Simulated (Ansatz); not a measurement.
**Rb: single points about a listed cell**

How do energy, forces, pressure and gap of Rb change under further strains and shifts, swapped elements, distortions that keep the symmetry? Each case is one self-consistent run.

Computed with Ansatz 0.2.0 (DFT PBE, scalar-relativistic, plane waves, PAW, unless a step's input says otherwise).

## Step 1: The structure to begin with

It takes space group I4/mmm (No. 139, tetragonal). Conventional cell: a = 5.909 Å, b = 5.909 Å, c = 5.462 Å, α = 90.00°, β = 90.00°, γ = 90.00°.

Coordinates:

```cif
data_structure
_symmetry_space_group_name_H-M 'P 1'
_symmetry_Int_Tables_number 1
_cell_length_a 4.9916
_cell_length_b 4.9916
_cell_length_c 4.9916
_cell_angle_alpha 107.416
_cell_angle_beta 107.416
_cell_angle_gamma 113.665
_cell_volume 95.35
loop_
_atom_site_label
_atom_site_type_symbol
_atom_site_fract_x
_atom_site_fract_y
_atom_site_fract_z
_atom_site_occupancy
Rb1 Rb 0.00000 0.00000 0.00000 1
```

The structure comes from the Materials Project (structure only).

## Step 2: A change within the space group

What differs from the listed cell: strain xx, yy, zz, yz, xz, xy = -4.3, -4.3, +1.7, +0.0, +0.0, +0.0 %.

File input.yaml:

```yaml
crystal:
  lattice:
    - [-2.8271428552, 2.8271428552, 2.7769691709]
    - [2.8271428552, -2.8271428552, 2.7769691709]
    - [2.8271428552, 2.8271428552, -2.7769691709]
  atoms:
    - { symbol: Rb, position: [0.0, 0.0, 0.0] }
basis:
  ecutwfc: 420
kpoints:
  mp_grid: { grid: [10, 10, 10] }
hamiltonian:
  xc: pbe
scf:
  occupations: { method: gaussian, width: 0.1 }
output:
  forces: true
  stress: true
  eigenvalues: true
```

Launch:

```bash
ansatz run input.yaml --threads 1 --pin off --max-ram 1331MiB --backend cpu --events-out ev --progress --plain --runs-dir out
```

## Step 3: Substitution of an element, cell strained: Rb → Na, first probe

File input.yaml:

```yaml
crystal:
  lattice:
    - [-2.4713732143, 2.4713732143, 2.2842817985]
    - [2.4713732143, -2.4713732143, 2.2842817985]
    - [2.4713732143, 2.4713732143, -2.2842817985]
  atoms:
    - { symbol: Na, position: [0.0, 0.0, 0.0] }
basis:
  ecutwfc: 420
kpoints:
  mp_grid: { grid: [6, 6, 6] }
hamiltonian:
  xc: pbe
scf:
  occupations: { method: gaussian, width: 0.1 }
output:
  forces: true
  stress: true
  eigenvalues: true
```

## Step 4: Substitution of an element, cell strained: Rb → Na

Edit input.yaml of step 3 so:

```diff
@@ -10,3 +10,3 @@
 kpoints:
-  mp_grid: { grid: [6, 6, 6] }
+  mp_grid: { grid: [12, 12, 12] }
 hamiltonian:
```

## Step 5: A change within a subgroup

File input.yaml:

```yaml
crystal:
  lattice:
    - [-2.8672355811, 2.830097367, 2.6025773967]
    - [2.8672355811, -2.830097367, 2.6025773967]
    - [2.8672355811, 2.830097367, -2.6025773967]
  atoms:
    - { symbol: Rb, position: [0.0, 0.0, 0.0] }
basis:
  ecutwfc: 420
kpoints:
  mp_grid: { grid: [10, 10, 10] }
hamiltonian:
  xc: pbe
scf:
  occupations: { method: gaussian, width: 0.1 }
output:
  forces: true
  stress: true
  eigenvalues: true
```

What does the calculation give? Wanted: for each run, case; energy; pressure; largest force.

The runs gave:

```
step                                                case  energy (meV/atom)  pressure (GPa)  largest force (eV/Å)  gap on the mesh (eV)
   2                     a change within the space group               +0.0             0.1                  0.00                  0.00
   4  substitution of an element, cell strained: Rb → Na                n/a            -1.5                  0.00                  0.00
   5                          a change within a subgroup               +4.0             0.3                  0.00                  0.00
```

Energies are counted from step 2, with the smearing taken to zero. Other atoms or functionals have another zero of energy (n/a). A gap of 0.00 means none on the mesh at this level.

**Reading.** The distorted cells of the listed formula and level show no gap on the mesh.
